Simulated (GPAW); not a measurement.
# In (I4/mmm) in GPAW: settings compared

One crystal, In, is run at these levels: BLYP, PBE; tasks: single point.

All numbers are computed with GPAW 26.7.0; they aren't measurements. Logs are shortened: lines on timing, memory, paths and dates and some standing lists are left out, and cuts for length are marked. The log counts tension as positive stress, the text compression.

**1. The crystal as given**

It takes space group I4/mmm (No. 139, tetragonal). Conventional cell: a = 3.251 Å, b = 3.251 Å, c = 4.947 Å, α = 90.00°, β = 90.00°, γ = 90.00°. Around In (site symmetry 4/mmm) lie 12 In at 3.25 to 3.38 Å.

**2. Single point, BLYP**

File run.py:

```python
from ase.dft.bandgap import bandgap
from ase.io import read, write
from ase.units import GPa
from gpaw import GPAW, PW, setup_paths

setup_paths.insert(0, '.')

atoms = read('POSCAR')

calc = GPAW(mode=PW(500),
            xc='BLYP',
            kpts={'size': (9, 9, 9), 'gamma': True},
            occupations={'name': 'fermi-dirac', 'width': 0.05},
            nbands=14,
            eigensolver={'name': 'davidson', 'niter': 2},
            maxiter=120,
            txt='gpaw.txt')
atoms.calc = calc
energy = atoms.get_potential_energy()
forces = atoms.get_forces()
stress = atoms.get_stress()
calc.write('gs.gpw')
write('result.traj', atoms)
print(f'Energy: {energy:.6f} eV')
print('Forces (eV/A):')
print(forces.round(4))
print('Stress (GPa):', (stress / GPa).round(3))
print('Fermi level:', round(calc.get_fermi_level(), 4), 'eV')
print(f'Gap: {bandgap(calc)[0]:.4f} eV, direct: {bandgap(calc, direct=True)[0]:.4f} eV')
```

File POSCAR:

```
In
1.0
   -1.6254700000      1.6254700000      2.4737000000
    1.6254700000     -1.6254700000      2.4737000000
    1.6254700000      1.6254700000     -2.4737000000
In
1
Direct
    0.0000000000      0.0000000000      0.0000000000
```

Potentials or basis: PAW data sets generated in the run's folder for this functional, pw.

Launch:

```bash
$ gpaw-setup -f BLYP In
$ OMP_NUM_THREADS=1 python run.py
```

gpaw.txt:

```text
__  _  _
 | _ |_)|_||  |
 |__||  | ||/\| - 26.7.0

Input parameters:
  mode=PW(ecut=500.0),
  eigensolver=Davidson(niter=2),
  kpts=MonkhorstPack(size=(9, 9, 9), gamma=True),
  maxiter=120,
  nbands=14,
  occupations=Occupations(name='fermi-dirac', width=0.05),
  xc=XC(name='BLYP')

Diagonalizing LCAO Hamiltonian
Converting LCAO to pw mode

       In

Atoms  # Å, Bohr magnetons
|   | symbol |        x |        y |        z |    initial magnetic moments |
|---|--------|----------|----------|----------|-----------------------------|
| 0 |     In | 0.000000 | 0.000000 | 0.000000 | ( 0.0000,  0.0000,  0.0000) |

Unit cell  # Å
| periodic |         x |         y |         z |  lengths |     angles |
|----------|-----------|-----------|-----------|----------|------------|
|      yes | -1.625470 |  1.625470 |  2.473700 | 3.376906 | 122.452932 |
|      yes |  1.625470 | -1.625470 |  2.473700 | 3.376906 | 122.452932 |
|      yes |  1.625470 |  1.625470 | -2.473700 | 3.376906 |  85.801437 |

Number of symmetries: 16
Symmetry operations  # r_c * U_cc + t_c -> r_c
|    | kind |            matrix            |
|----|------|------------------------------|
|  0 |  σ   |  1, 1, 1,  0, 0,-1,  0,-1, 0 |
|  1 |  C4  |  1, 1, 1,  0, 0,-1, -1, 0, 0 |
|  2 |  E   |  1, 0, 0,  0, 1, 0,  0, 0, 1 |
|  3 |  σ   |  1, 0, 0,  0, 1, 0, -1,-1,-1 |
|  4 |  σ   |  0, 1, 0,  1, 0, 0,  0, 0, 1 |
|  5 |  C2  |  0, 1, 0,  1, 0, 0, -1,-1,-1 |
|  6 |  C2  |  0, 0, 1, -1,-1,-1,  1, 0, 0 |
|  7 |  S4  |  0, 0, 1, -1,-1,-1,  0, 1, 0 |
|  8 |  C4  |  0, 0,-1,  1, 1, 1,  0,-1, 0 |
|  9 |  σ   |  0, 0,-1,  1, 1, 1, -1, 0, 0 |
| 10 |  σ   |  0,-1, 0, -1, 0, 0,  1, 1, 1 |
| 11 |  C2  |  0,-1, 0, -1, 0, 0,  0, 0,-1 |
| 12 |  C2  | -1, 0, 0,  0,-1, 0,  1, 1, 1 |
| 13 |  i   | -1, 0, 0,  0,-1, 0,  0, 0,-1 |
| 14 |  S4  | -1,-1,-1,  0, 0, 1,  1, 0, 0 |
| 15 |  C2  | -1,-1,-1,  0, 0, 1,  0, 1, 0 |

BZ-sampling:
  Number of BZ points: 729
  Number of IBZ points: 75

  Monkhorst-Pack size: [9, 9, 9]
  Monkhorst-Pack shift: [0, 0, 0]

K-points  # in reciprocal-cell coordinates
|     |                                coordinates |     weight |
|-----|--------------------------------------------|------------|
|   0 | (  0.00000000,   0.00000000,   0.00000000) | 0.00137174 |
|   1 | (  0.11111111,  -0.11111111,   0.00000000) | 0.00548697 |
|   2 | (  0.11111111,  -0.11111111,   0.11111111) | 0.00548697 |
|   3 | (  0.11111111,   0.00000000,   0.00000000) | 0.01097394 |
|   4 | (  0.11111111,   0.11111111,  -0.11111111) | 0.00274348 |
|   5 | (  0.22222222,  -0.22222222,   0.00000000) | 0.00548697 |
|   6 | (  0.22222222,  -0.22222222,   0.11111111) | 0.01097394 |
|   7 | (  0.22222222,  -0.22222222,   0.22222222) | 0.00548697 |
|   8 | (  0.22222222,  -0.11111111,   0.00000000) | 0.02194787 |
|   9 | (  0.22222222,  -0.11111111,   0.11111111) | 0.01097394 |
| ... |                                            |            |
|  74 | (  0.44444444,   0.44444444,   0.44444444) | 0.01097394 |

Plane wave coefficients: 673
Cutoff: 500.0 eV

Spin-components: 1 (collinear spins)
Bands:           14
Projectors:      6
Spin-degeneracy: 2
Datatype:        complex128

Parallelization:
  kpt:    1
  domain: 1
  band:   1

Density:
  Valence electrons: 13.0
  Components: 1
  Grid points: [18 18 18]
  Charge: 0.0  # |e|

Potential:
  Grid points: [18 18 18]

species:
  In:
    name:    Indium
    Z:       49.0
    valence: 13
    core:    36
    charge:  0.0  # [|e|]
    compensation charges:
      type: gauss
      rc: 0.36  # [Å]
      lmax: 2
    cutoffs:
      filter: 2.09  # [Å]
      core: 2.48  # [Å]
    projectors
    | kind |    occ | energy [eV] | rcut [Å] |
    |------|--------|-------------|----------|
    |   5s |  2.000 |      -8.153 |    1.185 |
    |   5p |  1.000 |      -2.464 |    1.244 |
    |   4d | 10.000 |     -18.419 |    1.148 |
    |    s |        |      19.059 |    1.185 |
    |    p |        |      24.748 |    1.244 |
    |    d |        |       8.793 |    1.148 |

    Using partial waves for In as LCAO basis

Reference energy: -159992.115983  # eV

eigensolver:
  Davidson
  Converge bands: occupied
  niter=2

density mixing:
  MSR1-Mixer
  Pratt-step length: 0.05
  Maximum mixing coefficient: 0.75
  Old densities: 10
  SVD Regularization: 0.005
  Good broyden scale: 1.0
  Trust region scale: 1.0
  Backstep threshold: 4.0
  History deletion threshold: 6.0
  Fourier metric: weight=20.0, sigma=0.015

occupation numbers:
  Fermi-Dirac:
    width: 0.0500  # eV

poisson solver:
  ecut: 4000.0  # eV

xc functional:
  name: BLYP with 2 nearest neighbor stencil

convergence criteria:
- Maximum [total energy] change in last 3 cyles: 0.0005 eV / valence electron
- Maximum integral of absolute [dens]ity change: 0.0001 electrons / valence electron
- Maximum integral of absolute [eigenst]ate change: 4e-08 eV^2 / valence electron
maximum number of iterations: 120

SCF iterations
|iter     | |      energy | eigst |  dens |
|---------|-|-------------|-------|-------|
|iter:   1| |   -1.972344 | -0.56 |       |
|iter:   2| |   -1.970898 | -2.24 | -1.68 |
|iter:   3| |   -1.952594 | -2.71 | -1.71 |
|iter:   4| |   -1.952467 | -4.22 | -2.21 |
|iter:   5| |   -1.952556c| -4.51 | -2.63 |
|iter:   6| |   -1.952563c| -5.24 | -3.81 |
|iter:   7| |   -1.952566c| -5.82 | -4.14c|
|iter:   8| |   -1.952566c| -6.98 | -4.95c|
|iter:   9| |   -1.952566c| -7.47c| -5.41c|

Converged in 9 steps
Energy contributions relative to reference atoms: (reference = -159992.115983)

Energy contributions:
  Kinetic:          13.400923
  Coulomb:         -12.130063
  Zero:              0.176532
  External:          0.000000
  Xc:               -3.397528
  Entropy:          -0.004858
  Spinorbit:         0.000000
  ----------------------------
  Free energy:      -1.954995
  Extrapolated:     -1.952566

dipole moment: (-5.528415, -5.528415, -8.413345)  # |e|*Ang

Fermi level: 7.473
Eigenvalues  # (at kpt = [0.000, 0.000, 0.000])
| band index |      eig [eV] | occ [0-2] |
|------------|---------------|-----------|
|          0 |        -7.236 |     2.000 |
|          1 |        -7.132 |     2.000 |
|          2 |        -7.132 |     2.000 |
|          3 |        -7.050 |     2.000 |
|          4 |        -6.938 |     2.000 |
|          5 |        -2.100 |     2.000 |
|          6 |        17.760 |     0.000 |
|          7 |        17.760 |     0.000 |
|          8 |        17.906 |     0.000 |
|          9 |        19.436 |     0.000 |
|         10 |        21.501 |     0.000 |
|         11 |        21.674 |     0.000 |
|         12 |        21.674 |     0.000 |
|         13 |        23.834 |     0.000 |

No gap
No difference between direct/indirect transitions

Forces  # eV/Ang
|        x |       y |       z |
|----------|---------|---------|
| -0.00000 | 0.00000 | 0.00000 |  # In   0

Stress tensor  # eV/Ang^3
|         x |         y |         z |
|-----------|-----------|-----------|
| -0.033732 |  0.000000 |  0.000000 |
|  0.000000 | -0.033732 |  0.000000 |
|  0.000000 |  0.000000 | -0.029824 |

# Writing to gs.gpw (mode='')
```

stdout:

```text
Energy: -1.952566 eV
Forces (eV/A):
[[-0.  0.  0.]]
Stress (GPa): [-5.404 -5.404 -4.778  0.     0.     0.   ]
Fermi level: 7.4726 eV
Gap: 0.0000 eV, direct: 0.0000 eV
```

Wall time 12 s (1 thread of Arm Neoverse V2, shared host); peak memory 0.14 GiB.

What came out:

```yaml
Free_energy: -1.9550 eV
Pressure: 5.2 GPa
Band_gap_on_the_k_mesh: none (metal or under the smearing width)
```

Caveat: the cutoff is short for stress and forces, so pressures can be off by a GPa or more.

**3. Single point, PBE**

run.py: that of step 2 with these lines changed.

```diff
@@ -3,10 +3,8 @@
 from ase.units import GPa
-from gpaw import GPAW, PW, setup_paths
+from gpaw import GPAW, PW
 
-setup_paths.insert(0, '.')
+atoms = read('In.xyz')
 
-atoms = read('POSCAR')
-
-calc = GPAW(mode=PW(500),
-            xc='BLYP',
+calc = GPAW(mode=PW(450),
+            xc='PBE',
             kpts={'size': (9, 9, 9), 'gamma': True},
@@ -14,3 +12,2 @@
             nbands=14,
-            eigensolver={'name': 'davidson', 'niter': 2},
             maxiter=120,
```

File In.xyz:

```xyz
1
Lattice="-1.6254700000 1.6254700000 2.4737000000 1.6254700000 -1.6254700000 2.4737000000 1.6254700000 1.6254700000 -2.4737000000" Properties=species:S:1:pos:R:3 pbc="T T T"
In     0.0000000000      0.0000000000      0.0000000000
```

Potentials or basis: GPAW PAW data sets (gpaw-data 1.2.1), pw.

Launch:

```bash
$ OMP_NUM_THREADS=1 python run.py
```

Run time: 23 s. Hardware: 1 thread of Arm Neoverse N1, shared host; peak memory 0.14 GiB.

Results (log left out):

```
Free energy            : -2.7101 eV
Pressure               : -0.2 GPa
Band gap on the k mesh : none (metal or under the smearing width)
```

Stress tensor (GPa, compression positive):
```
-0.28  0.00  0.00
 0.00 -0.28  0.00
 0.00  0.00 -0.15
```

Levels at points of the mesh, in eV from the Fermi level:
```csv
k point,band 2,band 3,band 4,band 5,band 6,band 7,band 8,band 9,band 10
"(0.00, 0.00, 0.00)",-14.56,-14.56,-14.48,-14.37,-9.60,10.46,10.46,10.63,11.59
```

Caveat: the cutoff is short for stress and forces, so pressures can be off by a GPa or more.

**4. Single point, PBE**

run.py: that of step 3 with these lines changed.

```diff
@@ -5,5 +5,5 @@
 
-atoms = read('In.xyz')
+atoms = read('POSCAR')
 
-calc = GPAW(mode=PW(450),
+calc = GPAW(mode=PW(400),
             xc='PBE',
```

POSCAR is that of step 2.

Launch:

```bash
$ OMP_NUM_THREADS=1 python run.py
```

Wall time 10 s (1 thread of Arm Neoverse V1, shared host); peak memory 0.13 GiB.

The run converged, but some of its settings lie outside the range that counts as converged, so its numbers aren't taken as properties of the crystal.

What came out:

```
Free energy            : -2.6224 eV
Pressure               : -2.2 GPa
Band gap on the k mesh : none (metal or under the smearing width)
```

Caveat: the cutoff is short for stress and forces, so pressures can be off by a GPa or more.
